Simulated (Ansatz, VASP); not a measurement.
# CdS (Hawleyite) in two plane-wave programs

Wanted: the spread between two codes on one cell, functional and k mesh.

Program: Ansatz 0.2.0. Level of theory: plane waves, with VASP 6.6.1 beside it; G0W0 gap at PBE. Results are calculated unless marked as measured.

## Step 1: The structure

The structure is cubic, space group F-43m (No. 216). Conventional cell: a = 5.916 Å, b = 5.916 Å, c = 5.916 Å, α = 90.00°, β = 90.00°, γ = 90.00°. Nearest to Cd lie 4 S at 2.56 Å. S has 4 Cd at 2.56 Å nearest. Farther neighbours and most contacts between anions are not listed.

As a file:

```cif
data_structure
_symmetry_space_group_name_H-M 'F-43m'
_symmetry_Int_Tables_number 216
_cell_length_a 5.9164
_cell_length_b 5.9164
_cell_length_c 5.9164
_cell_angle_alpha 90.000
_cell_angle_beta 90.000
_cell_angle_gamma 90.000
_cell_volume 207.10
loop_
_atom_site_label
_atom_site_type_symbol
_atom_site_symmetry_multiplicity
_atom_site_Wyckoff_symbol
_atom_site_fract_x
_atom_site_fract_y
_atom_site_fract_z
_atom_site_occupancy
Cd1 Cd 4 a 0.00000 0.00000 0.00000 1
S1 S 4 d 0.25000 0.25000 0.75000 1
```

## Step 2: Ansatz: G0W0 gap, PBE

Ansatz runs on its default PAW (the set named soft_2) files.

Quasiparticle shifts depend on high empty states and on the cores, so they are the hardest test of two PAW sets.

Input file input.yaml:

```yaml
crystal:
  lattice:
    - [0.0, 2.9582, 2.9582]
    - [2.9582, 0.0, 2.9582]
    - [2.9582, 2.9582, 0.0]
  atoms:
    - { symbol: Cd, position: [0.0, 0.0, 0.0] }
    - { symbol: S, position: [0.25, 0.25, 0.25] }
hamiltonian:
  xc: pbe
  pseudopotentials: { kind: paw }
kpoints:
  mp_grid: { grid: [6, 6, 6] }
scf:
  occupations: { method: fixed }
gw:
  n_empty_bands: 375
  ecut_chi: 220.0
  qp_bands: [v2, c2]
  qp_kpoints: band_edges
  screening: { model: contour_deformation }
```

Run with:

```
$ ansatz run input.yaml --threads 4 --pin off --max-ram 9216MiB --backend cpu --events-out ev --progress --plain --runs-dir out
```

Numbers of over 12 decimals in the logs are rounded to 6 here.

The log of the run:

```text
Engine: ansatz 0.2.0, aarch64-unknown-linux-gnu
Pseudopotentials: kind: paw
Pseudopotential: Cd, paw, valence charge 20, recommended cutoff 420 eV (normal), Cd.paw.azcp
Pseudopotential: S, paw, valence charge 6, recommended cutoff 420 eV (normal), S.paw.azcp
Functional definition: PBE
  parameter kappa = 0.804
  parameter beta = 0.066725
  exchange = pbe_x(kappa = kappa, mu = beta*pi^2/3)
  correlation = pbe_c(beta = beta)
Crystal: 2 atoms, lattice volume = 51.774 Å³
Basis set: ecut = 420 eV, 965 PW (Γ)
Bands: 17, of which v1, the nominal top of the filled ones, is band 13 counted from 1 (12 counted from 0)
Symmetry: 24 space group operations
Space group: F-43m (ITA 216), of the structure as read, at distance tolerance 3.7e-5 Å
k-points: 16 of 216 (time reversal used)
Non-local potential: Cd, projectors of the file, l = 0: 3, l = 1: 2, l = 2: 2, l = 3: 1
Non-local potential: S, projectors of the file, l = 0: 2, l = 1: 2, l = 2: 2
PAW form: soft (Blöchl's): semilocal exchange-correlation on the pseudo side does not see the compensation charge
PAW one-centre angular grid: Cd, 590 points (default); XC on 64 Gauss nodes
PAW one-centre angular grid: S, 110 points (default); XC on 64 Gauss nodes
Initial density: superposition of atomic densities (neutral atoms: chi_scale 0, normalization atom), corrected by the library's trained network
Initial wavefunctions: pseudopotential atomic-orbital guess
Functional: x = pbe(κ = 0.804, μ = 0.219515), c = pbe(β = 0.066725)
SCF iter   1: F=—  HF=-9157.825482 eV  |F-HF|=—  |Δ(HF+E_count)|=         —  Δρ=5.50e-4  dr2=2.25e-4  ethr=1.77e-3  ⟨swp⟩=4.8  Hψ=1169  notcnv=0  defer=29
preconditioner: auto → none  [insulator: Δε(μ)=1.046 eV  Ē_g=12.195 eV  n_scr=14 (ndim 8)  ℏωp=21.9 eV  f_vac=0.139  ε∞_Penn≈4.2]
SCF iter   2: F=—  HF=-9157.826117 eV  |F-HF|=—  |Δ(HF+E_count)|=   6.35e-4  Δρ=3.11e-4  dr2=2.86e-5  ethr=8.67e-7  ⟨swp⟩=2.8  Hψ=668  notcnv=0  defer=29
SCF iter   3: F=—  HF=-9157.826132 eV  |F-HF|=—  |Δ(HF+E_count)|=   1.48e-5  Δρ=1.11e-4  dr2=2.74e-6  ethr=1.10e-7  ⟨swp⟩=2.0  Hψ=400  notcnv=0  defer=29
SCF iter   4: F=—  HF=-9157.826150 eV  |F-HF|=—  |Δ(HF+E_count)|=   1.83e-5  Δρ=3.29e-5  dr2=2.42e-7  ethr=1.05e-8  ⟨swp⟩=2.0  Hψ=416  notcnv=0  defer=29
iter 5 did not close the SCF: its close was put off for the readings that it lacked (scf_convergence_deferred on its scf_iter line)
SCF iter   5: F=-9157.826152 eV  HF=-9157.826152 eV  |F-HF|=5.32e-8  |Δ(HF+E_count)|=   2.03e-6  Δρ=6.06e-6  dr2=2.32e-8  ethr=9.32e-10  ⟨swp⟩=2.0  Hψ=416  notcnv=0  defer=30
SCF iter   6: F=-9157.826152 eV  HF=-9157.826152 eV  |F-HF|=2.24e-9  |Δ(HF+E_count)|=   6.50e-8  Δρ=2.53e-6  dr2=2.55e-9  ethr=8.93e-11  ⟨swp⟩=3.9  Hψ=1121  notcnv=0
SCF 1 converged in 6 iterations: F = -9157.826152 eV  dr2 = 2.55e-9
  greatest PAW one-centre occupation: 1.000 electrons in one spin orbital (limit 2), on the Cd atom at site 0 (counted from 0), in its partial waves of l = 0
NSCF: frozen V_eff on 16 k-points
G₀W₀ screening: q 1/16
G₀W₀ screening: q 2/16 (q-point 6)
G₀W₀ screening: q 3/16 (q-point 7)
G₀W₀ screening: q 4/16 (q-point 8)
G₀W₀ screening: q 5/16 (q-point 11)
G₀W₀ screening: q 6/16 (q-point 14)
G₀W₀ screening: q 7/16 (q-point 15)
G₀W₀ screening: q 8/16 (q-point 9)
G₀W₀ screening: q 9/16 (q-point 12)
G₀W₀ screening: q 10/16 (q-point 16)
G₀W₀ screening: q 11/16 (q-point 2)
G₀W₀ screening: q 12/16 (q-point 3)
G₀W₀ screening: q 13/16 (q-point 5)
G₀W₀ screening: q 14/16 (q-point 10)
G₀W₀ screening: q 15/16 (q-point 4)
G₀W₀ screening: q 16/16 (q-point 13)
G₀W₀ self-energy: k 1/8
G₀W₀ self-energy: k 2/8
G₀W₀ self-energy: k 3/8
G₀W₀ self-energy: k 4/8
G₀W₀ self-energy: k 5/8
G₀W₀ self-energy: k 6/8
G₀W₀ self-energy: k 7/8
G₀W₀ self-energy: k 8/8
NSCF: frozen V_eff on 1 k-points
NSCF: frozen V_eff on 1 k-points
SCF converged after 6 iterations
Free energy (F): -9157.826152 eV
Harris-Foulkes:  -9157.826152 eV  (|F-HF|=2.24e-9)
Internal energy: -9157.826152 eV  (E = F + TS)
E sigma→0 (E₀):  -9157.826152 eV
Fermi energy:    6.325038 eV
--- Per-component energies (eV) ---
  E_band       = -519.154685
  E_kinetic    = 610.977364
  E_local      = -4075.294512  (includes V_loc(G=0)·N_el)
  E_nonlocal   = 62.192198
  E_hartree    = 1868.505542
  E_xc         = -273.461560
  E_vxc        = -308.518189  (∫ρ·V_xc dr)
  E_paw        = -4683.894426  (= ΣΔE_a)
  E_vpaw       = -545.521722  (= ΣTr[D̂ρ^β])
  E_aug_tail   = 0.000016  (compensation charges beyond the density's cutoff)
  E_ewald      = -2666.850774
  E_smearing   = -0.000000  (= −TS)
  E_closure    = 0.000000  (closes the sum)
  Σ components = -9157.826152   (vs F -9157.826152, Δ=0.00e0)
--- Band table (eV; the first three rows and the last of 16) ---
  k-point 0: bands = [... 9 lower, -0.8311, 6.3250, 6.3250, 6.3250, 7.3768, 12.8551, 12.8551, 12.8551]
  k-point 1: bands = [... 9 lower, -0.8316, 4.8656, 6.1368, 6.1368, 8.5335, 12.4944, 13.1538, 13.1538]
  k-point 2: bands = [... 9 lower, -0.8163, 3.0836, 5.7933, 5.7933, 9.2207, 12.9476, 13.3787, 13.3787]
  k-point 15: bands = [... 9 lower, -0.3044, 2.6088, 4.3271, 4.3622, 11.0740, 11.2881, 14.3857, 14.6408]
--- G₀W₀: contour deformation, 8 samples at zero and on the imaginary axis and 3 off it, 216 q-points, 375 empty bands' worth ---
  eigenvalues of the whole cell's RPA ε∞ on this k-mesh (on a slab, of 1 + 4πα/V) = 7.2735, 7.2735, 7.2735; static W/v taken at q = 0 is 0.137485
  bands read: the sum over 388 bands ends inside a degenerate multiplet in 1 slot, whose members it reads at an even weight; the widest, k=12: bands 388 to 389 (counted from 1) at 1/2 each
  gw.qp_kpoints: band_edges: 8 of 16 stored k-points solved, in 1 pass; an edge of the gap read off the rows below is read off those points alone
    valence top: of the k-points left out ik 7 came nearest to being solved in a further pass, in band 13 (counted from 1, as in the quasiparticle table): it holds the edge there only if its correction is more favourable than any solved in that band by at least 0.705 eV; those differ by 0.089 eV
    conduction bottom: of the k-points left out ik 5 came nearest to being solved in a further pass, in band 14 (counted from 1, as in the quasiparticle table): it holds the edge there only if its correction is more favourable than any solved in that band by at least 2.483 eV; those differ by 0.182 eV
  `?` marks the rows in doubt; gw_qp.tsv's column doubts and the gw_qp event give each row's grounds
    ik  band        ε_KS         Σx   Σc(E_QP)       V_xc       Z   E_QP_lin       E_QP  E_QP is
     0    12      6.3250   -20.5540     2.0174   -17.7750  0.7359     5.5237     5.5634  root ?
     0    13      6.3250   -20.5540     2.0174   -17.7750  0.7359     5.5237     5.5634  root ?
     0    14      7.3768    -8.6508    -3.6239   -12.2844  0.7804     7.3864     7.3864  root
     0    15     12.8551    -6.3315    -4.5282   -11.1384  0.7596    13.1372    13.1339  root
     1    12      6.1368   -20.2725     2.0801   -17.4164  0.7346     5.3177     5.3608  root ?
     1    13      6.1368   -20.2725     2.0801   -17.4164  0.7346     5.3177     5.3608  root ?
     1    14      8.5335    -9.4797    -3.6431   -13.1758  0.7684     8.5866     8.5865  root
     1    15     12.4944    -6.5396    -4.4696   -11.2220  0.7591    12.7090    12.7072  root
     2    12      5.7933   -19.7678     2.1953   -16.7725  0.7316     4.9441     4.9933  root ?
     2    13      5.7933   -19.7678     2.1953   -16.7725  0.7316     4.9441     4.9933  root ?
     2    14      9.2207    -8.2763    -4.0635   -12.5028  0.7720     9.3845     9.3837  root
     2    15     12.9476    -6.9403    -4.7058   -11.7693  0.7387    13.0714    13.0708  root
     3    12      5.6335   -19.5181     2.2443   -16.4640  0.7300     4.7717     4.8236  root ?
     3    13      5.6335   -19.5181     2.2443   -16.4640  0.7300     4.7717     4.8236  root ?
     3    14      9.2707    -8.0773    -4.0759   -12.3329  0.7752     9.4514     9.4504  root
     3    15     13.3130    -6.4360    -4.5354   -11.2241  0.7527    13.5686    13.5657  root
     4    12      5.8288   -19.8080     2.1672   -16.8469  0.7323     4.9870     5.0349  root ?
     4    13      5.8288   -19.8080     2.1672   -16.8469  0.7323     4.9870     5.0349  root ?
     4    14      8.9826    -9.8736    -3.6888   -13.6301  0.7624     9.0505     9.0503  root
     4    15     11.8302    -6.2693    -4.3264   -10.8138  0.7688    12.0504    12.0484  root
     8    12      5.2887   -18.9825     2.2982   -15.8663  0.7278     4.4148     4.4708  root ?
     8    13      6.0203   -20.1206     2.1258   -17.2086  0.7335     5.1888     5.2342  root ?
     8    14      9.5263    -9.2275    -4.0827   -13.4711  0.7602     9.6881     9.6872  root
     8    15     12.3121    -6.9462    -4.3801   -11.5066  0.7581    12.4936    12.4924  root
     9    12      4.9770   -18.6172     2.4434   -15.3368  0.7225     4.0776     4.1401  root ?
     9    13      4.9770   -18.6172     2.4434   -15.3368  0.7225     4.0776     4.1401  root ?
     9    14     10.1769    -7.0910    -3.9513   -11.1013  0.7707    10.2361    10.2359  root
     9    15     10.7337    -8.1023    -4.2701   -12.6449  0.7665    11.0092    11.0063  root
    12    12      4.5920   -18.0112     2.5567   -14.6042  0.7170     3.6734     3.7416  root ?
    12    13      4.5920   -18.0112     2.5567   -14.6042  0.7170     3.6734     3.7416  root ?
    12    14      9.9498    -6.2047    -3.6738    -9.8765  0.7854     9.9478     9.9478  root
    12    15     10.6182    -8.7462    -4.2678   -13.3004  0.7642    10.9078    10.9046  root
```

Run time: 9.3 min. Hardware: 4 threads of Arm Neoverse V1, shared host; peak memory 1.1 GiB.

[end of part 1 of 2]

[Lines on the potential files, build, host, timing and source positions are cut from VASP's logs without a mark.]

[Logs are printed without paths, hosts, clocks, repeated set-up lines and the standing remarks that a program may print on its own settings, such as how far it seeks lower states.]

[Hosts, paths, dates, database ids (printed as entryN), source tags and the programs' standing remarks are cut or masked in the printed files.]
